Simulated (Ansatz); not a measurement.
# MgI2: the cost of one run

Computed with Ansatz 0.2.0 (reference: DFT, r2SCAN, plane waves, PAW, unless a step's input says otherwise).

### 1 The system as given

It takes space group R3m (No. 160, trigonal). Conventional cell: a = 4.055 Å, b = 4.055 Å, c = 21.766 Å, α = 90.00°, β = 90.00°, γ = 120.00°. Mg (site symmetry 3m) is surrounded by 6 I at 2.98 Å. Around I (site symmetry 3m) lie 3 Mg at 2.98 Å.

Coordinates:

```xyz
3
Lattice="2.0275 1.1706 7.2554 -2.0275 1.1706 7.2554 0.0000 -2.3411 7.2554" Properties=species:S:1:pos:R:3 pbc="T T T"
Mg    0.0000    0.0000   -0.0002
I     0.0000    0.0000    9.0965
I     0.0000    0.0000    5.4145
```

### 2 Baseline

Input file input.yaml:

```yaml
crystal:
  lattice:
    - [2.027477379, 1.1705646105, 7.2554236184]
    - [-2.027477379, 1.1705646105, 7.2554236184]
    - [0.0, -2.3411292211, 7.2554236184]
  atoms:
    - { symbol: Mg, position: [-1.00373e-05, -1.00373e-05, -1.00373e-05] }
    - { symbol: I, position: [0.4179194839, 0.4179194839, 0.4179194839] }
    - { symbol: I, position: [0.24875722, 0.24875722, 0.24875722] }
kpoints:
  mp_grid: { grid: [6, 6, 6] }
hamiltonian:
  xc: r2scan
scf:
  occupations: { method: fixed }
  n_extra_bands: 4
output:
  forces: true
  stress: true
  eigenvalues: true
```

Run with:

```
$ ansatz run input.yaml --threads 4 --pin off --max-ram 3686MiB --backend cpu --events-out ev --progress --plain --runs-dir out
```

**Question.** How long does this run take on 4 threads of Arm Neoverse N1, shared host, and how much memory does it need?

About 9 s, with a peak of 0.56 GiB.
